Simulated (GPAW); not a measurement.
Here is a GPAW 26.7.0 calculation.

The input run.py:

```python
from ase.eos import EquationOfState
from ase.io import Trajectory, read
from ase.units import GPa
from gpaw import GPAW, PW

atoms = read('CoSi.cif')
atoms.set_initial_magnetic_moments([2.0, 2.0, 2.0, 2.0, 0.0, 0.0, 0.0, 0.0])

traj = Trajectory('eos.traj', 'w')
volumes, energies = [], []
for x in [0.94, 0.96, 0.98, 1.0, 1.02, 1.04, 1.06]:
    a = atoms.copy()
    a.set_cell(atoms.cell * x**(1 / 3), scale_atoms=True)
    calc = GPAW(mode=PW(600),
                xc={'name': 'vdW-DF2', 'backend': 'libvdwxc'},
                kpts={'size': (4, 4, 4), 'gamma': True},
                occupations={'name': 'fermi-dirac', 'width': 0.05},
                nbands=51,
                convergence={'density': 1e-05, 'energy': 1e-05},
                maxiter=150,
                txt=f'eos-{x:.2f}.txt')
    a.calc = calc
    energies.append(a.get_potential_energy(force_consistent=True))
    volumes.append(a.get_volume())
    calc.write(f'eos-{x:.2f}.gpw')
    traj.write(a)
    print(f'{x:.2f} {volumes[-1]:10.4f} A^3 {energies[-1]:14.6f} eV', flush=True)

v0, e0, B = EquationOfState(volumes, energies, eos='birchmurnaghan').fit()
print(f'V0 = {v0:.4f} A^3, E0 = {e0:.6f} eV, B0 = {B / GPa:.2f} GPa')
```

Contents of CoSi.cif:

```cif
data_CoSi
_cell_length_a 4.43800000
_cell_length_b 4.43800000
_cell_length_c 4.43800000
_cell_angle_alpha 90.00000000
_cell_angle_beta 90.00000000
_cell_angle_gamma 90.00000000
_space_group_name_H-M_alt 'P2_13'
_space_group_name_Hall 'P 2ac 2ab 3'
_space_group_IT_number 198
loop_
_space_group_symop_operation_xyz
'x,y,z'
'-x+1/2,-y,z+1/2'
'x+1/2,-y+1/2,-z'
'-x,y+1/2,-z+1/2'
'z,x,y'
'z+1/2,-x+1/2,-y'
'-z,x+1/2,-y+1/2'
'-z+1/2,-x,y+1/2'
'y,z,x'
'-y,z+1/2,-x+1/2'
'-y+1/2,-z,x+1/2'
'y+1/2,-z+1/2,-x'
loop_
_atom_site_label
_atom_site_type_symbol
_atom_site_symmetry_multiplicity
_atom_site_Wyckoff_symbol
_atom_site_fract_x
_atom_site_fract_y
_atom_site_fract_z
_atom_site_occupancy
Co1 Co 4 a 0.8600000000 0.6400000000 0.3600000000 1
Si1 Si 4 a 0.1570000000 0.3430000000 0.6570000000 1
```

Potentials or basis: GPAW PAW data sets (gpaw-data 1.2.1), pw.

The run is started by

```sh
$ OMP_NUM_THREADS=1 python run.py
```

What does it give for the equilibrium volume?

11.71 Å³/atom (rough: see the caveat).

Estimate the bulk modulus at fixed shape and positions.

189 GPa (rough).

Energy against volume, from the lowest point:
```
volume (Å³/atom)  energy (meV/atom)
          10.271             128.48
          10.489              88.99
          10.708              57.73
          10.926              33.57
          11.145              16.59
          11.363               5.55
          11.582               0.00
```

Caveat: the minimum lies outside the volumes run; the cell was scaled at fixed shape and fractional positions, which overstates the stiffness of a crystal with free parameters, most of all of layers and chains; the PAW data sets were made with another functional, which shifts forces and pressure a little.
